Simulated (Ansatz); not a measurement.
Sb2Te3, thickness series

Consider Sb2Te3 in the Bi2Te3 type structure (space group R-3m, No. 166; a = 4.2859 Å, c = 30.9304 Å (hexagonal axes)).

Free-standing slabs (5 atom(s) a layer) normal to the stacking axis with 15 Å of vacuum; in-plane cell relaxed.

Method: DFT with r2SCAN+rVV10, PAW potentials and a 500 eV plane-wave cutoff in Ansatz (an electronic-structure program), no SOC.

Candidates:
(a) 4 layers
(b) 3 layers
(c) 1 layer

Base values:

The band gap is 0.27 eV.

Problem. Order them by band gap, highest first.

Solution. (c) 1 layer (0.93 eV), (b) 3 layers (0.46 eV), (a) 4 layers (0.40 eV)

With Sb and Te present, leaving out spin-orbit coupling can change the band edges. Whether these cells are dynamically stable was not tested. A zero or small gap of Sb2Te3 can be the functional's error rather than a property of the material.
